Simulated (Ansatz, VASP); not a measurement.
**Ru, level by level in two programs**

```
Ru
1.0
     2.74141    0.00000    0.00000
    -1.37070    2.37413    0.00000
     0.00000    0.00000    4.33825
Ru
2
Direct
  0.66667 0.33333 0.75000
  0.33333 0.66667 0.25000
```

Change from the starting cell: volume scaled by 1.04.

Single points on this cell with VASP 6.6.1 and Ansatz 0.2.0. Each row is one pair of runs. Alike in all rows: spin: off; k mesh: 11 × 11 × 6; smearing: fermi-dirac, width 0.05 eV; VASP's potentials, cutoff: VASP PAW PBE potentials, release 64 (Ru_pv), 520 eV.

| level | Ansatz's potentials, cutoff | gap on the k mesh at the Fermi level (eV), VASP | gap on the k mesh at the Fermi level (eV), Ansatz | pressure (GPa), VASP | pressure (GPa), Ansatz | largest component of the traceless stress (GPa), VASP | largest component of the traceless stress (GPa), Ansatz |
| --- | --- | --- | --- | --- | --- | --- | --- |
| PBE | Ansatz PAW, 420 eV | none | none | -7.5 | -7.3 | 0.54 | 0.55 |
| PBE | Ansatz PAW earlier set, 840 eV | none | none | -7.5 | -7.4 | 0.54 | 0.57 |
| PBE | PseudoDojo stringent (PBE files), 1143 eV | none | none | -7.5 | -6.9 | 0.54 | 0.52 |
| PBE | JTH PAW, 1800 eV | none | none | -7.5 | -7.4 | 0.54 | 0.51 |
| PBE | SPMS NC, 653 eV | none | none | -7.5 | -6.8 | 0.54 | 0.52 |
| PBE | PseudoDojo standard (PBE files), 1143 eV | none | none | -7.5 | -6.9 | 0.54 | 0.52 |
| PBE | Ansatz NC, 1143 eV | none | none | -7.5 | -7.4 | 0.54 | 0.56 |
| PBEsol | Ansatz PAW, 420 eV | none | none | -17.6 | -17.5 | 0.82 | 0.82 |

Pressure (GPa): the two programs differ by at most 0.61; largest component of the traceless stress (GPa): the two programs differ by at most 0.03.

A gap of «none» marks a metal or a gap that the smearing closes.

Caveats: the PAW data sets were made with another functional, which shifts forces and pressure a little (VASP); the PAW data sets come from PBE, with cores solved anew for the run's functional, which leaves a small shift of forces and pressure (Ansatz).
